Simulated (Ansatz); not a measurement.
Base system: BaSnO$_{3}$ in the cubic perovskite structure (space group Pm-3m, No. 221; a = 4.176 Å).

Level of theory: PBE (Ansatz, an electronic-structure program, PAW, no spin-orbit coupling), earlier PAW set.

For the base:

```
Quantity               Result
-------------------  --------
Band gap              0.48 eV
Lattice parameter a  417.6 pm
```

It is then changed as follows: hydrostatic tension (pressure −2 GPa).

Task: Estimate the effect on the band gap and lattice parameter a.

Result: The band gap decreases by 0.18 eV to 0.30 eV; the lattice parameter a rises by 2.2 pm to 419.8 pm.

Load acts through the strain it causes; cell and atoms are relaxed under it. Whether these cells are dynamically stable was not tested.
